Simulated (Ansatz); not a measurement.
Born–Oppenheimer molecular dynamics of a periodic cell of 12 atoms, ZrO2 (start crystal ZrO2, start structure Fm-3m, volume 1.15 times the crystal's). It starts from a structure without forces on its atoms.

These are results of Ansatz, DFT PBEsol, scalar-relativistic, plane waves, PAW, not measurements. Settings: PAW set soft_1, cutoff 420 eV, k mesh 2x2x2, fermi-dirac smearing 0.3 eV, no spin polarisation.

- ensemble: NVT, Langevin thermostat
- time step: 0.75 fs
- steps asked: 200
- set temperature: 3500 K
- friction: 0.02 /fs
- seed: 860139

First frame:

```xyz
12
Lattice="5.3327 0.0000 0.0000 0.0000 5.3327 0.0000 0.0000 0.0000 5.3327" Properties=species:S:1:pos:R:3
Zr 0.000 0.000 0.000
O 1.333 1.333 1.333
O 4.000 4.000 4.000
Zr 2.666 2.666 0.000
O 4.000 4.000 1.333
O 1.333 1.333 4.000
Zr 2.666 0.000 2.666
O 4.000 1.333 4.000
O 1.333 4.000 1.333
Zr 0.000 2.666 2.666
O 1.333 4.000 4.000
O 4.000 1.333 1.333
```

(1) What does the run give?

(2) What happens to the structure?

(3) How do temperature and energy run in time?

Answers

(1) The run went to its last step.

```json
{
  "steps done": "200",
  "time covered": "150 fs",
  "mean temperature over the second half": "3326 K",
  "spread of the potential energy over the second half": "54.9 meV per atom",
  "mean potential energy of the second half above the start": "218.7 meV per atom"
}
```

A run of 0.15 ps of so small a system gives no equilibrium averages. Limits of this set-up: coarse k mesh, PAW files made for another functional.

(2) Mean squared displacements from the first frame to the last, about the centre of mass: Zr 0.10 Å², O 0.43 Å². Another seed would give other details.

(3) 
| time (fs) | T (K) | potential energy less start (eV) |
| --- | --- | --- |
| 0 | 3208 | 0.000 |
| 4.5 | 3251 | 0.274 |
| 9 | 2847 | 1.001 |
| 13.5 | 2606 | 1.753 |
| 18 | 2729 | 2.079 |
| 22.5 | 2515 | 2.030 |
| 27 | 2999 | 1.564 |
| 31.5 | 3174 | 1.049 |
| 36 | 2808 | 1.028 |
| 40.5 | 3093 | 1.492 |
| 45 | 3240 | 2.270 |
| 49.5 | 2517 | 2.258 |
| 54 | 3485 | 1.586 |
| 58.5 | 2733 | 1.209 |
| 63 | 2674 | 1.586 |
| 67.5 | 2258 | 2.497 |
| 72 | 3202 | 2.502 |
| 76.5 | 3076 | 1.878 |
| 81 | 3341 | 1.484 |
| 85.5 | 3373 | 1.859 |
| 90 | 3052 | 2.863 |
| 94.5 | 2917 | 3.489 |
| 99 | 2870 | 3.328 |
| 103.5 | 3410 | 3.142 |
| 108 | 3191 | 3.207 |
| 112.5 | 3040 | 3.345 |
| 117 | 2728 | 3.409 |
| 121.5 | 3106 | 3.293 |
| 126 | 3856 | 2.676 |
| 130.5 | 3657 | 2.293 |
| 135 | 3649 | 2.141 |
| 139.5 | 3980 | 1.938 |
| 144 | 3152 | 2.117 |
| 148.5 | 3647 | 2.022 |

Time of the run: 11 min on 1 thread of Arm Neoverse V2 (shared host), peak memory 0.49 GiB.
